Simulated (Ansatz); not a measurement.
# A series in volume scale on HfO₂

All results are calculated (Ansatz 0.2.0). Free energy against uniform scaling of the volume at fixed shape and fractions; periodic cell, basis, potentials, k mesh and filling as listed.

The cell before it is scaled or strained (space group P4_2/mnm, No. 136):
```
cell vectors (Å)
   4.8135     0.0000     0.0000
   0.0000     4.8135     0.0000
   0.0000     0.0000     3.2054
atoms (fractions of the cell vectors)
Hf  0.00000  0.00000  0.00000
Hf  0.50000  0.50000  0.50000
O   0.19496  0.80504  0.50000
O   0.30504  0.30504  0.00000
O   0.69496  0.69496  0.00000
O   0.80504  0.19496  0.50000
```

Settings of every row: functional PBEsol; dispersion none; potentials PAW; wave cutoff 450 eV; density cutoff 1800 eV; k mesh 4x4x6; k shift 0x0x0; occupations fixed; smearing width 0 eV; spin none.

Limits: no spin-orbit coupling, which can matter with elements this heavy; the cell comes from a prototype or a list of computed structures and needn't be the stable phase.

| row | volume scale | V (Å³/atom) | energy above lowest point (meV/atom) | pressure (GPa) |
| --- | --- | --- | --- | --- |
| 1 | 0.88 | 10.893 | 181.3 | 41.36 |
| 2 | 0.92 | 11.388 | ? | ? |
| 3 | 0.96 | 11.883 | 21.4 | 12.39 |
| 4 | 1 | 12.378 | 0 | 1.86 |
| 5 | 1.04 | 12.873 | 8 | -6.7 |
| 6 | 1.08 | 13.368 | 39.8 | -13.67 |
| 7 | 1.12 | 13.863 | 91 | -19.32 |

Question: what energy above lowest point and pressure should row 2 give?

Worked fit of energy above lowest point. Take u = (V_r/V)^(2/3) − 1 with V_r = 12.625 Å³ an atom, which is twice the finite (Eulerian) strain; such expansions in the strain, on which the Birch-Murnaghan equation of state is built, carry the rest volume and the bulk modulus. The shown rows have u = 0.10337, 0.04121, 0.01326, -0.01289, -0.03741, -0.06046. Least squares give energy above lowest point = 0.69 − 312.69 × u + 19678.5 × u² + 2407 × u³ meV/atom; a parabola predicts inner rows, each left out in turn, worse (root mean square 0.39 against 0.02 meV/atom). All shown rows lie on it to the printed digit. Its lowest point lies at u = 0.0079, or V = 12.48 Å³ an atom, and the curvature there gives the bulk modulus at fixed shape and fractions, B = (4/9)(1 + u)² E″(u)/V = 229 GPa. Letting shape and atoms relax would as a rule lower it, by much in layered, chain or molecular crystals. The withheld row has u = 0.07116, so the fit gives 0.69 − 312.69 × (0.07116) + 19678.5 × (0.07116)² + 2407 × (0.07116)³ = 79.0 meV/atom.

The calculation gave 79.1 meV/atom. The fit lies 0.1 meV/atom (0.055 % of the column's range) below it, one unit of the last digit.

Worked fit of pressure. Take u = (V_r/V)^(2/3) − 1 with V_r = 12.625 Å³ an atom, which is twice the finite (Eulerian) strain; such expansions in the strain, on which the Birch-Murnaghan equation of state is built, carry the rest volume and the bulk modulus. The shown rows have u = 0.10337, 0.04121, 0.01326, -0.01289, -0.03741, -0.06046. Least squares give pressure = −2.634 + 327.021 × u + 884.23 × u² + 671 × u³ GPa; a parabola predicts inner rows, each left out in turn, worse (root mean square 0.11 against 0.0063 GPa). All shown rows lie on it to the printed digit. The pressure vanishes at u = 0.0079, or V = 12.48 Å³ an atom, and there the bulk modulus at fixed shape and fractions is B = −V dP/dV = (2/3)(1 + u) dP/du = 229 GPa. Letting shape and atoms relax would as a rule lower it, by much in layered, chain or molecular crystals. The withheld row has u = 0.07116, so the fit gives −2.634 + 327.021 × (0.07116) + 884.23 × (0.07116)² + 671 × (0.07116)³ = 25.36 GPa.

The calculation gave 25.36 GPa. The fit meets it to the printed digit.
